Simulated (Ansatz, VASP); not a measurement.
# GaSb: VASP beside Ansatz

INCAR

```
SYSTEM = GaSb
ALGO = Normal
EDIFF = 1E-6
EDIFFG = -0.005
ENCUT = 600
GGA = CA
IBRION = 2
ISIF = 3
ISMEAR = 0
LASPH = .True.
LCHARG = .False.
LREAL = .False.
LWAVE = .False.
NELM = 100
NSW = 100
PREC = Accurate
SIGMA = 0.1
```

The input KPOINTS:

```
k-points
0
Gamma
  16 16 16
  0 0 0
```

Contents of POSCAR:

```
GaSb
1.0
   -2.7534340000      2.7534340000      1.5907070000
    2.7534340000     -2.7534340000      1.5907070000
    2.7534340000      2.7534340000     -1.5907070000
Ga Sb
1 1
Direct
    0.2500000000      0.7500000000      0.5000000000
    0.0000000000      0.0000000000      0.0000000000
```

Input for Ansatz:

```yaml
crystal:
  lattice:
    - [-2.753434, 2.753434, 1.590707]
    - [2.753434, -2.753434, 1.590707]
    - [2.753434, 2.753434, -1.590707]
  atoms:
    - { symbol: Ga, position: [0.25, 0.75, 0.5] }
    - { symbol: Sb, position: [0.0, 0.0, 0.0] }
basis:
  ecutwfc: 420
kpoints:
  mp_grid: { grid: [16, 16, 16] }
hamiltonian:
  xc: lda
  pseudopotentials: { kind: paw, azcp: { folder: soft_1 } }
scf:
  occupations: { method: gaussian, width: 0.1 }
output:
  forces: true
  stress: true
  eigenvalues: true
  write_density: true
  write_potential: true
  elf: true
  volumetric_format: npy
relax:
  adjacent_minimum: "off"
  f_tol: 0.005
  max_steps: 80
  cell: { stress_tol: 0.05 }
```

Measurements of this composition are mostly on another form, of space group No. 216.

Alike in both runs: task relaxation of cell and atoms; functional LDA; k mesh 16 × 16 × 16; occupations gaussian, width 0.1 eV; no spin polarisation.

|  | VASP | Ansatz |
| --- | --- | --- |
| version | VASP 6.6.1 | Ansatz 0.2.0 |
| potentials or method | VASP PAW LDA potentials, release 64 (Ga_d, Sb) | scalar-relativistic, plane waves, PAW |
| plane-wave cutoff (eV) | 600 | 420 |
| valence electrons in the cell | 18 | 28 |

Ansatz gave:

| Quantity | Value |
| --- | --- |
| gap on the k mesh at the Fermi level, each at its own relaxed structure (eV) | none |
| relaxed volume (Å³/atom) | 22.27 |
| relaxed cell length with the largest relative difference (Å) | 4.104 |
| energy change over the relaxation (meV/atom) | -26 |

**Question.** What did VASP give for the same quantities?

**Answer.** gap on the k mesh at the Fermi level, each at its own relaxed structure (eV): none; relaxed volume (Å³/atom): 22.34; relaxed cell length with the largest relative difference (Å): 4.109; energy change over the relaxation (meV/atom): -25.

A gap of «none» marks a metal or a gap that the smearing closes. The two sets of potentials don't hold the same shells in valence. Ansatz warned: «pseudo_functional_mismatch».

Spin-orbit coupling is left out, which matters for the levels of Sb.
